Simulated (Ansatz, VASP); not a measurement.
# Si53MoN72 (Mo_Si) in two plane-wave programs, part 2 of 2

Aim: how closely do two programs agree when they are given the same cell, functional and k mesh? The structure shown is the start of the Ansatz relaxation below; VASP solves that cell, so the two are compared at the walk's first step.

VASP 6.6.1 and Ansatz 0.2.0.

So far: Set-up; Ansatz: relaxation, PBEsol.

## (3) VASP: single point, PBEsol, start cell

Level of this step: PBEsol, spin-polarised from a ferromagnetic start; plane waves and PAW (Si, N, Mo_sv) (VASP).

The same cell, functional and mesh now go to VASP, with its own data sets.

Lines of VASP's logs that name or quote its potential files are left out, and so is its time.

The input, INCAR:

```
SYSTEM = Si53MoN72
PREC = Accurate
ENCUT = 520
EDIFF = 1E-06
NELM = 200
ISMEAR = 0
SIGMA = 0.01
LREAL = Auto
ALGO = Normal
GGA = PS
NBANDS = 384
ISPIN = 2
MAGMOM = 0 0 0 0 0 0 0 0 0 0 0 0 0 0 0 0 0 0 0 0 0 0 0 0 0 0 0 0 0 -0 0 -0 0 0 0 0 0 0 0 0 0 0 0 0 0 0 0 0 0 0 0 0 0 0 0 0 0 0 -0 0 0 0 0 0 -0 0 0 0 0 0 0 0 0 0 0 0 0 0 -0 0 0 0 0 0.03 0 0 -0 0.04 0 0 0 -0 -0 0 -0 0 0 0 -0 -0.01 -0 0 0 0 0 0 0 0 0 0 -0 0.04 0 0 0 -0 0 0 0 0 0 0 0 0 0 0.79
LASPH = .TRUE.
LMAXMIX = 4
LORBIT = 11
LWAVE = .FALSE.
LCHARG = .FALSE.
ISIF = 2
ISYM = 0
NUPDOWN = 2
GGA_COMPAT = .FALSE.
NCORE = 4
```

The input, POSCAR:

```
Si53MoN72
1.0
   11.4366858822      6.6029736727      0.0000000000
  -11.4366858822      6.6029736727      0.0000000000
    0.0000000000      0.0000000000      8.7307673276
Si N Mo
53 72 1
Direct
    0.0162625437      0.8074731350      0.2502923189
    0.3561173555      0.4773577230      0.2497400192
[... 7 atom lines left out ...]
    0.1959950589      0.2153992817      0.2542958616
[... 3 atom lines left out ...]
    0.4528716414      0.3170793310      0.2508471384
[... 7 atom lines left out ...]
    0.5449495777      0.6842806756      0.4115333584
[... 1 atom line left out ...]
    0.1408607851      0.4554399417      0.4114034729
[... 2 atom lines left out ...]
    0.1948302524      0.2159169555      0.5791359236
    0.5248443187      0.8820324099      0.5829753341
[... 1 atom line left out ...]
    0.1166635941      0.6462876533      0.5859365859
    0.4542132489      0.3103665072      0.5824088318
[... 2 atom lines left out ...]
    0.6499771555      0.5257331206      0.4190125407
    0.9845881704      0.1941521041      0.4165106987
[... 1 atom line left out ...]
    0.3523524254      0.4712245370      0.9217003155
[... 2 atom lines left out ...]
    0.5503388077      0.6868745154      0.7507089302
[... 1 atom line left out ...]
    0.1380830963      0.4506099976      0.7540049749
[... 2 atom lines left out ...]
    0.1954718645      0.2147283171      0.9117281106
[... 3 atom lines left out ...]
    0.4496594296      0.3117558432      0.9187825879
[... 2 atom lines left out ...]
    0.6455845665      0.5295103808      0.7496787802
    0.9844838152      0.1938890491      0.7497207009
[... 1 atom line left out ...]
    0.3313353565      0.3345861234      0.2462122651
[... 4 atom lines left out ...]
    0.2098871168      0.4530747875      0.2478753492
[... 3 atom lines left out ...]
    0.4239870889      0.5496257586      0.0792560349
[... 5 atom lines left out ...]
    0.5406379168      0.7533290780      0.2528579582
[... 5 atom lines left out ...]
    0.5795352536      0.4556631796      0.2537677293
[... 2 atom lines left out ...]
    0.3329286840      0.3340430803      0.5888662253
[... 1 atom line left out ...]
    0.0027818397      0.3349110106      0.4210755896
[... 1 atom line left out ...]
    0.6693016108      0.6671398832      0.4210545147
    0.2133354316      0.4543043651      0.5880267802
[... 3 atom lines left out ...]
    0.4260625706      0.5511403261      0.4162820819
[... 1 atom line left out ...]
    0.1209192223      0.5730272065      0.4131462751
    0.4570196139      0.2395554791      0.4167416063
[... 1 atom line left out ...]
    0.2077641465      0.0874604139      0.5791856329
    0.5458262020      0.7601805198      0.5796734479
[... 1 atom line left out ...]
    0.1221123646      0.2140304265      0.4192266112
[... 3 atom lines left out ...]
    0.5766027552      0.4558629697      0.5875488153
[... 2 atom lines left out ...]
    0.3308632963      0.3324455729      0.9213626590
[... 1 atom line left out ...]
    0.9959141419      0.3307500410      0.7518662168
[... 1 atom line left out ...]
    0.6637572026      0.6643210898      0.7459433697
    0.2092008293      0.4552225377      0.9162670015
[... 3 atom lines left out ...]
    0.4208074180      0.5460346923      0.7543087283
[... 1 atom line left out ...]
    0.1204339353      0.5727902432      0.7528721994
    0.4547588738      0.2409597868      0.7548939002
[... 2 atom lines left out ...]
    0.5437329415      0.7605328979      0.9144175650
[... 1 atom line left out ...]
    0.1159014127      0.2068755822      0.7514161990
[... 3 atom lines left out ...]
    0.5749155142      0.4521998941      0.9112982515
[... 1 atom line left out ...]
    0.3497537702      0.4693682297      0.5812671223
```

The input, KPOINTS:

```
Points of the shifted mesh
1
Reciprocal
 0.2500000000  0.2500000000  0.2500000000 1
```

Potentials, in the order of the species: Si, N and Mo_sv (PBE family, release 64).

On the command line:

```bash
> mpirun -np 16 vasp_std
```

Numbers of over 12 decimals in the logs are rounded to 6 here.

The log of the run:

```text
[banner, memory and clock lines left out]
running   16 mpi-ranks, on    1 nodes
[...]
|                                                                             |
|               ----> ADVICE to this user running VASP <----                  |
|                                                                             |
|     You enforced a specific xc type in the INCAR file but a different       |
|     [... a line on the potential file left out ...]
|     I HOPE YOU KNOW WHAT YOU ARE DOING!                                     |
|                                                                             |

 LDA part: xc-table for (Slater+PW92), standard interpolation
 POSCAR, INCAR and KPOINTS ok, starting setup
[...]
entering main loop
       N       E                     dE             d eps       ncg     rms          rms(c)
DAV:   1     0.289339884556E+04    0.28934E+04   -0.29254E+05  1568   0.142E+03
DAV:   2    -0.942117508019E+03   -0.38355E+04   -0.36917E+04  1880   0.308E+02
DAV:   3    -0.121537094682E+04   -0.27325E+03   -0.27086E+03  1848   0.841E+01
DAV:   4    -0.122184180738E+04   -0.64709E+01   -0.64380E+01  1920   0.131E+01
[...]
DAV:  17    -0.107660987567E+04   -0.23403E-04   -0.19868E-05  1736   0.619E-03    0.454E-03
DAV:  18    -0.107660987853E+04   -0.28586E-05   -0.35006E-06  1520   0.276E-03    0.299E-03
DAV:  19    -0.107660987877E+04   -0.24392E-06   -0.65224E-07  1136   0.135E-03
   1 F= -.10766099E+04 E0= -.10766099E+04  d E =-.386009E-14  mag=     2.0000
```

OUTCAR, selected parts (step 3):

```text
 magnetization (x)
# of ion       s       p       d       tot
------------------------------------------
    1        0.000   0.000   0.000   0.000
    2        0.012   0.017   0.000   0.028
    3        0.000   0.000   0.000   0.000
    4        0.000   0.000   0.000   0.000
    5        0.000   0.001   0.000   0.001
    6        0.000   0.000   0.000   0.000
[...]
124        0.000   0.001   0.000   0.001
  125        0.000   0.000   0.000   0.000
  126        0.011   0.018   1.171   1.200
--------------------------------------------------
tot          0.099   0.250   1.171   1.520
```

The cell holds one magnetic atom, so no antiferromagnetic order fits into it. The PAW data sets were made with PBE, which is usual practice but a small mismatch for other functionals.

## (4) Differences

Known differences besides the potentials themselves: VASP starts from the moments at which Ansatz ended; fixed occupations in Ansatz, narrow Gaussian smearing in VASP; the cutoff is 420 eV in Ansatz and 520 eV in VASP (PREC = Accurate, projectors in real space); Ansatz makes its cores anew for this functional, VASP keeps those of its PBE data sets. Total energies have different zeros and are not compared.

Forces on 9 of the 126 atoms, those with the largest forces and the largest differences (eV/Å; atoms numbered as in POSCAR):

| atom | Ansatz x, y, z | VASP x, y, z |
| --- | --- | --- |
| Si11 | 0.372, -2.637, 0.821 | 0.382, -2.660, 0.826 |
| N73 | 2.804, 2.066, -0.832 | 2.813, 2.073, -0.839 |
| N79 | 9.039, -5.999, -0.037 | 9.021, -5.975, -0.038 |
| N84 | -7.677, -5.304, -0.700 | -7.672, -5.298, -0.709 |
| N88 | -0.068, 2.096, -6.253 | -0.068, 2.092, -6.234 |
| N91 | -3.030, 1.469, -0.133 | -3.029, 1.469, -0.138 |
| N108 | 1.530, 0.738, 0.894 | 1.552, 0.749, 0.895 |
| N112 | -0.367, 3.942, 5.145 | -0.369, 3.951, 5.133 |
| Mo126 | 0.204, 5.066, 0.592 | 0.227, 5.067, 0.584 |

The forces differ by 8.8 meV/Å r.m.s., which is 0.6 % of the r.m.s. force of 1.474 eV/Å (both taken over all components). Moments aren't recorded for both runs of this pair, so they may hold unlike magnetic states.

## (5) Results

- r.m.s. force difference (single point, PBEsol, start cell): 0.60 % of the r.m.s. force

What this shows: The r.m.s. force difference is 0.60 % of the r.m.s. force (single point, PBEsol, start cell), within the 3 % picked in this series as the mark of a large difference. 1 further run of this series is not shown here. Such differences can come from data sets, numerical settings and the points named under the comparisons, not from the functional's error against experiment.

[Lines on the potential files, build, host, timing and source positions are cut from VASP's logs without a mark.]

[Logs are printed without paths, hosts, clocks, repeated set-up lines and the standing remarks that a program may print on its own settings, such as how far it seeks lower states.]

[Hosts, paths, dates, database ids (printed as entryN), source tags and the programs' standing remarks are cut or masked in the printed files.]
